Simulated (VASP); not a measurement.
A run of VASP 6.6.1 is set up as follows.

The input INCAR:

```
SYSTEM = CdS
PREC = Accurate
ENCUT = 600
EDIFF = 1E-6
ISMEAR = -1
SIGMA = 0.05
LREAL = .FALSE.
LASPH = .TRUE.
NELM = 100
ALGO = Fast
ISIF = 3
LWAVE = .FALSE.
LCHARG = .FALSE.
GGA = PE
LUSE_VDW = .TRUE.
IVDW_NL = 2
BPARAM = 10.0
CPARAM = 0.0093
IBRION = 2
NSW = 40
EDIFFG = -0.02
```

Contents of KPOINTS:

```
regular mesh
0
G
  7 7 4
  0 0 0
```

Contents of POSCAR:

```
CdS
1.0
    4.1500000000      0.0000000000      0.0000000000
   -2.0750000000      3.5940054257      0.0000000000
    0.0000000000      0.0000000000      6.7370000000
Cd S
2 2
Direct
    0.6666666667      0.3333333333      0.5000000000
    0.3333333333      0.6666666667      0.0000000000
    0.6666666667      0.3333333333      0.8750000000
    0.3333333333      0.6666666667      0.3750000000
```

Potentials or basis: VASP PAW PBE potentials, release 64 (Cd, S).

The run is started by

```console
$ cat potpaw_PBE.64/Cd/POTCAR potpaw_PBE.64/S/POTCAR > POTCAR
$ mpirun -np 1 vasp_std > vasp.out
```

Task: Predict the band gap on the k mesh.

Result: 1.07 eV, direct.

Task: What does it give for the relaxed volume?

Result: 25.70 Å³/atom.

Task: What does it give for the relaxed cell?

Result: a = 4.176 Å, b = 4.176 Å, c = 6.806 Å, α = 90.00°, β = 90.00°, γ = 120.00°.

Task: Predict the space group after relaxing (to 0.05 Å).

Result: P6_3mc (No. 186).

Forces on the atoms (eV/Å):
```
Cd   0.000  0.000 -0.013
Cd   0.000  0.000 -0.013
S    0.000  0.000  0.013
S    0.000  0.000  0.013
```

Zero-point motion and thermal expansion aren't in these numbers.
